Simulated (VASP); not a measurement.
Crystal: TaN.

```
Ta N
1.0
     0.00000    2.17900    2.17900
     2.17900    0.00000    2.17900
     2.17900    2.17900    0.00000
Ta N
1 1
Direct
  0.50000 0.50000 0.50000
  0.00000 0.00000 0.00000
```

Base run:

| Property | Result |
| --- | --- |
| Program | VASP 6.6.1 |
| Functional | PBEsol |
| Potentials or basis | VASP PAW PBE potentials, release 64 (Ta_pv, N) |
| Cutoff | 520 eV |
| k mesh | 7 × 7 × 7 |
| Occupations | gaussian, width 0.05 eV |
| Spin | collinear spin, ferromagnetic start |
| Starting moments | [0.5, 0.0] μB |
| Fixed moment | 4 μB |
| Hubbard terms | Ta d U = 6 eV |

Its results: pressure 113.9 GPa; net moment 4.00 μB per cell.

Problem. The run is repeated on the same cell with these changes: fixed moment from 4 μB to none. What comes out?

Solution. Pressure 25.4 GPa; net moment 0.00 μB per cell.

Caveats: the PAW data sets were made with another functional, which shifts forces and pressure a little; the moment is held away from its start (some runs); a pressure of tens of GPa on the cell as given is suspect, and the run, the potentials or the cell itself is likely at fault (some runs); the total moment is fixed, so each spin has its own Fermi level (some runs).
